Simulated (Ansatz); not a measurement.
Runs of Ansatz 0.2.0 on Ag. The structure is cubic, space group Fm-3m (No. 225). Conventional cell: a = 4.085 Å, b = 4.085 Å, c = 4.085 Å, α = 90.00°, β = 90.00°, γ = 90.00°. Around Ag (site symmetry m-3m) lie 12 Ag at 2.89 Å. 

| task | level | cell | k mesh | cutoff (eV) | points for each segment of the path | q mesh | gap on the mesh (eV) | pressure (GPa) | relaxed volume (Å³/atom) |
| --- | --- | --- | --- | --- | --- | --- | --- | --- | --- |
| relaxation of cell and atoms | PBEsol | relaxed | 11 × 11 × 11 | 420 | - | - | - | 0.0 | 16.61 |
| relaxation of cell and atoms | BLYP+D4 | relaxed | 11 × 11 × 11 | 420 | - | - | - | 0.0 | 17.37 |
| band structure | RPBE | as given | 11 × 11 × 11 | 420 | 14 | - | none | 8.5 | - |
| relaxation of cell and atoms | BLYP | relaxed | 11 × 11 × 11 | 420 | - | - | - | 0.0 | 19.30 |
| band structure | PBEsol | as given | 11 × 11 × 11 | 420 | 14 | - | none | (b) | - |
| band structure | r2SCAN | as given | 11 × 11 × 11 | 500 | 14 | - | none | (a) | - |
| band structure | revPBE | as given | 11 × 11 × 11 | 420 | 14 | - | none | 7.4 | - |
| phonons | PBEsol | as given | 8 × 8 × 8 | 420 | 8 | 4 × 4 × 4 | none | - | - |

Alike in all rows: potentials or basis Ansatz PAW; no spin polarisation; smearing fermi-dirac 0.05 eV.

Problem. Estimate the missing entries.

Solution. (a) 1.2; (b) -2.9.

Caveats: the PAW data sets come from PBE, with cores solved anew for the run's functional, which leaves a small shift of forces and pressure; the plane-wave basis is chosen anew once the cell has moved, so the energies of steps on either side of that aren't comparable (some runs); the volume moved by +13 % from the deposited cell, more than functionals usually miss (some runs).

A k mesh can miss the band edges, and the runs leave out spin-orbit coupling on Ag.

A gap of «none» marks a metal or a gap under the smearing width.

Runs at the PBE level aren't shown here.
